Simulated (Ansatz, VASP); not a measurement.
GaP in VASP and in Ansatz

```
Ga P
1.0
     0.00000    2.70696    2.70696
     2.70696    0.00000    2.70696
     2.70696    2.70696    0.00000
Ga P
1 1
Direct
  0.00000 0.00000 0.00000
  0.75000 0.75000 0.75000
```

Change from the starting cell: volume scaled by 0.98.

Alike in both runs: task single point; functional PBEsol; k mesh 12 × 12 × 12; occupations fermi-dirac, width 0.08 eV; no spin polarisation.

```csv
,VASP,Ansatz
version,VASP 6.6.1,Ansatz 0.2.0
potentials or method,"VASP PAW PBE potentials, release 64 (Ga_d, P), cutoff 520 eV","all-electron LAPW, scalar-relativistic"
```

|  | VASP | Ansatz | Ansatz less VASP |
| --- | --- | --- | --- |
| pressure (GPa) | 1.1 | 1.2 | +0.05 |

Ansatz ran all-electron here, so the differences hold the error of VASP's frozen core and of both bases.

Caveats: the PAW data sets were made with another functional, which shifts forces and pressure a little (VASP). A k mesh can miss the band edges.
